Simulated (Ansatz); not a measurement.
A film clamped to a substrate in InP3

The calculation used Ansatz, DFT PBEsol, scalar-relativistic, plane waves, PAW. Cutoff 420 eV, Γ-centred 6×6×6 k-points, Gaussian smearing of 0.15 eV. No spin polarisation. Energies are free energies at this smearing, counted from the undisturbed cell; pressure is positive in compression.

Reference structure (relaxed at this level; it needn't be the usual structure):

```
In P
1.0
     3.71499    2.14485    3.27938
    -3.71499    2.14485    3.27938
     0.00000   -4.28970    3.27938
In P
2 6
Direct
  0.27328 0.27328 0.27328
  0.72672 0.72672 0.72672
  0.79471 0.24119 0.79471
  0.79471 0.79471 0.24119
  0.24119 0.79471 0.79471
  0.20529 0.75881 0.20529
  0.75881 0.20529 0.20529
  0.20529 0.20529 0.75881
```

The cell (8 atoms, V0 = 156.78 Å³) is strained by p along both x and y and by q along z, fractional coordinates fixed. τp = (1/V0) ∂E/∂p = (σxx + σyy)(1 + p)(1 + q) and τq = (1/V0) ∂E/∂q = σzz(1 + p)², with tension positive.

| p | q | ΔE (meV/atom) | τp (GPa) | τq (GPa) |
| --- | --- | --- | --- | --- |
| 0.000 | 0.000 | 0.00 | -0.03 | 0.02 |
| -0.040 | 0.000 | 51.50 | -22.18 | -4.52 |
| 0.040 | 0.000 | 40.99 | 15.85 | 3.49 |
| 0.000 | -0.040 | 11.14 | -4.43 | -4.66 |
| 0.000 | 0.040 | 10.52 | 3.46 | 4.17 |

Problem. Get the second derivatives of the energy density.

Solution. Central differences give A = ∂τp/∂p = 475 GPa (C11 + C22 + 2 C12), C = ∂τq/∂q = 110 GPa (C33) and the cross term B = ∂τq/∂p = 100 GPa (C13 + C23); ∂τp/∂q = 99 GPa must equal B, and any difference shows higher-order terms. Steps this large leave an error of some per cent of A or C in all of these, which can swamp a small B. The ions are clamped.

Problem. A film of this crystal grows with z along the normal on a substrate that imposes p. How does its thickness respond, and what does the misfit cost?

Solution. Count p and q from the stress-free cell. A free surface needs τq = 0, so q = −(B/C) p = -0.91 p. The energy density left is (A − B²/C) p²/2 = M p², with the biaxial modulus M = 192 GPa; a misfit of 1 % costs 2.35 meV/atom, against 2.91 meV/atom if the thickness were held.

Forces appear on the atoms along this scan, and letting them relax would lower the energy and soften the response. In a metal these slopes depend on the k mesh and the smearing.

Equal in-plane strain is much costlier than strain along z: 51.50 and 40.99 meV/atom against 11.14 and 10.52. Part of this gap is simply that p deforms two axes at once, and A doesn't separate C11 from C12. The rest fits the structure, in which puckered layers normal to z hold the short P–P and In–P bonds. In-plane strain stretches or compresses these covalent bonds directly, while strain along z falls largely on the longer In–P contacts between layers.

The soft normal direction lets the thickness respond strongly to misfit, yet this recovers only a modest part of the energy, 2.35 against 2.91 meV/atom, since most of the cost stays in the in-plane network. Along both directions compression costs more than extension, as expected when short-range repulsion steepens and stretched bonds weaken. The quadratic estimate therefore probably flatters films under large compressive misfit. Whether a film stays coherent also depends on interface energy and dislocation formation, which these bulk strains don't address.
